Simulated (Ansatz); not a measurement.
Theory: Ansatz, DFT PBE, scalar-relativistic, plane waves, PAW. All cells share a 420 eV cutoff and Γ-centred k meshes spaced at most about 0.3 Å⁻¹ (about 0.25 or finer for metals, 2π included). No spin polarisation in the final relaxations.

These are static total energies at zero pressure.

Compare these two cells of SnO, each relaxed at this level.

A.

Space group Pm-3m (No. 221). a = 3.132 Å, b = 3.132 Å, c = 3.132 Å, α = 90.00°, β = 90.00°, γ = 90.00°
| atom | site | symmetry | x | y | z |
| --- | --- | --- | --- | --- | --- |
| Sn | 1b | m-3m | 0.5000 | 0.5000 | 0.5000 |
| O | 1a | m-3m | 0.0000 | 0.0000 | 0.0000 |

B.

Space group P6_3/mmc (No. 194). a = 3.900 Å, b = 3.900 Å, c = 8.732 Å, α = 90.00°, β = 90.00°, γ = 120.00°
| atom | site | symmetry | x | y | z |
| --- | --- | --- | --- | --- | --- |
| Sn | 2d | -6m2 | 0.3333 | 0.6667 | 0.7500 |
| O | 2b | -6m2 | 0.0000 | 0.0000 | 0.2500 |

Question: Which is lower in energy, and by how much?

Answer: B is lower, by 141 meV/atom. A has the caesium chloride type, space group Pm-3m (No. 221), 15.4 Å³/atom and no gap on its mesh; B has space group P6_3/mmc (No. 194), 28.7 Å³/atom and a gap of 0.12 eV. Counting O atoms around Sn (those within 1.25 times the shortest such distance or 1.15 times the sum of covalent radii; the shortest distance is added where it is long for a bond), A has Sn 8 from 2.7 Å and B has Sn 3. In A, around Sn lie 8 O at 2.71 Å and 6 Sn at 3.13 Å; O is surrounded by 8 Sn at 2.71 Å and 6 O at 3.13 Å. In B, Sn has 3 O at 2.25 Å; around O lie 3 Sn at 2.25 Å. Both come from invented guesses. The part of the Crystallography Open Database at hand lists SnO in space groups No. 36, 129; no cell shown has one of them.

No dispersion correction is applied, so the spacing and binding between layers, chains or molecules are poorly described (P6_3/mmc), and this can change margins and order among such cells. Kohn–Sham gaps at this level usually fall short of measured ones. The zero gap of Pm-3m may come from the functional, which often closes small gaps. Cells relaxed within their symmetry can be saddle points.

The flat, three-coordinate layers of B are favoured over the caesium chloride arrangement by 141 meV/atom. The likely reason is a size and bonding mismatch in A: eight equivalent neighbours hold Sn–O at 2.71 Å, long for a Sn(II)–O bond, whereas B makes fewer but much stronger contacts at 2.25 Å.

Neither cell lets tin(II) do what it usually does. In litharge-type SnO, Sn 5s and 5p states mix through antibonding Sn 5s–O 2p states, giving an off-centre lone pair that points away from the oxygens. The inversion centre at Sn in A and the mirror plane through the layer in B rule out such a lopsided density. The energy difference therefore doesn't measure lone-pair stabilisation, and buckling of the layers in B would probably lower its energy.

Because A is far denser, compression should narrow and eventually reverse the order of these two cells, but that wouldn't make A the stable high-pressure phase of SnO.
